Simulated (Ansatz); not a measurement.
Runs of Ansatz 0.2.0 on CaF2 (Fluorite). Symmetry: Fm-3m, No. 225, cubic system. The conventional cell has a = 5.462 Å, b = 5.462 Å, c = 5.462 Å, α = 90.00°, β = 90.00°, γ = 90.00°. Ca (site symmetry m-3m) is surrounded by 8 F at 2.37 Å. Around F (site symmetry -43m) lie 4 Ca at 2.37 Å. 

```csv
share of exact exchange,gap on the mesh (eV),pressure (GPa)
0.4,10.69,(b)
0.5,11.57,-1.7
0.3,(c),(a)
0.25,9.39,0.3
```

Alike in all rows: task single point; level HSE06 form with a typed share of exact exchange; potentials or basis Ansatz PAW; no spin polarisation; cell as given; k mesh 4 × 4 × 4; cutoff (eV) 420; smearing fermi-dirac 0.05 eV; the mesh is coarse, so values aren't converged.

Task: Fill in the values left out.

Result: (a) -0.1; (b) -0.9; (c) 9.82.

Caveats: all runs use coarse meshes; the PAW data sets come from PBE, with cores solved anew for the run's functional, which leaves a small shift of forces and pressure; the thresholds are loose for stress.

A k mesh can miss the band edges.
